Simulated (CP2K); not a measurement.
Si2W:

```
CELL_PARAMETERS angstrom
4.52671 0.00000 0.00000
2.24503 3.93077 0.00000
-3.38587 -1.96538 2.27250
ATOMIC_POSITIONS crystal
W 0.00000 0.00000 0.00000
Si 0.66530 0.66530 0.00000
Si 0.33470 0.33470 0.00000
```

Base run:

| Property | Result |
| --- | --- |
| Program | CP2K 2026.2 |
| Functional | PBEsol |
| Potentials or basis | POTENTIAL_UZH W GTH-PBE-q14, Si GTH-PBE-q4; TZVP-MOLOPT-PBE-GTH basis |
| Density cutoff | 9184 eV |
| k mesh | 12 × 12 × 12 |
| Occupations | fermi-dirac, width 0.05 eV |
| Spin | no spin polarisation |

Its results: band gap on the k mesh none (metal or under the smearing width); pressure -0.4 GPa; largest force 0.029 eV/Å.

Q: The run is repeated on the same cell with these changes: functional from PBEsol to BEEF-vdW. What comes out?

A: Band gap on the k mesh none (metal or under the smearing width); pressure 0.9 GPa; largest force 0.089 eV/Å.

Caveats: the potentials were made for another functional, which shifts forces and pressure; spin-orbit coupling is left out, which moves the levels of the heavy elements; the basis of atomic orbitals isn't converged, which shifts pressures, moduli and gaps.
